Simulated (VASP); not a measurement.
# Sn, self-consistent run: which settings are enough?

Sn, Fd-3m (no. 227), 2 atoms in the cell. R2SCAN; PAW potentials Sn_d (PBE set). VASP 6.6.1.

Wanted: energy within 0.2 meV/atom; Fermi level within 0.005 eV.

What the run is for: comparing ways to start; Accuracy asked: tight.

POSCAR:
```
Sn
1.0
    0.0000000000      3.2333428000      3.2333428000
    3.2333428000      0.0000000000      3.2333428000
    3.2333428000      3.2333428000      0.0000000000
Sn
2
Direct
    0.7500000000      0.7500000000      0.7500000000
    0.5000000000      0.5000000000      0.5000000000
```

## How the run starts (with a second run first, the time holds both)

| How the run starts (with a second run first, the time holds both) | Energy less reference (meV/atom) | Fermi level (eV) | Time (s) |
|---|---|---|---|
| from scratch: 19 SCF iterations | 0.00 | 5.7299 | 158 |
| PBE orbitals (WAVECAR): 11 + 9 SCF iterations | 0.00 | 5.7299 | 110 |
| PBE density (CHGCAR): 11 + 18 SCF iterations | 0.01 | 5.7292 | 170 |
| loose PBE orbitals: 9 + 9 SCF iterations | 0.00 | 5.7299 | 85 |

Chosen: loose PBE orbitals: 9 + 9 SCF iterations, the fastest of those that stay within half of the tolerance.

## All choices together

| Input | Energy less reference (meV/atom) | Fermi level (eV) | Time (s) |
|---|---|---|---|
| chosen settings | 0.00 | 5.7299 | 85 |
| reference settings throughout | 0.00 | 5.7299 | 158 |

The tolerance is met.

## The input

INCAR.step1:
```
ISMEAR = 1 ; SIGMA = 0.1
LWAVE = T ; LCHARG = T
ISIF = 2 ; PREC = Accurate
LASPH = T ; LREAL = F
ALGO = Normal ; EDIFF = 0.001
NELM = 120 ; GGA_COMPAT = F
ENCUT = 440 ; GGA = PE
```

INCAR.step2:
```
METAGGA = R2SCAN ; ISMEAR = 1
SIGMA = 0.1 ; LWAVE = F
LCHARG = F ; ISIF = 2
PREC = Accurate ; LASPH = T
LREAL = F ; ALGO = Normal
EDIFF = 1E-6 ; NELM = 120
GGA_COMPAT = F ; ENCUT = 440
LMIXTAU = T ; ISTART = 1
```

KPOINTS:
```
k-points
0
Gamma
  9 9 9
```

Commands (each step's output is kept before the next begins):
```
cat potpaw_PBE.64/Sn_d/POTCAR > POTCAR
cp INCAR.step1 INCAR
mpirun -np 1 vasp_std > vasp.out
cp INCAR.step2 INCAR
mpirun -np 1 vasp_std > vasp.out
```

The chosen input took VASP 6.6.1 85 s on 1 core (AMD EPYC 7R43 (Zen 3)), a shared host.
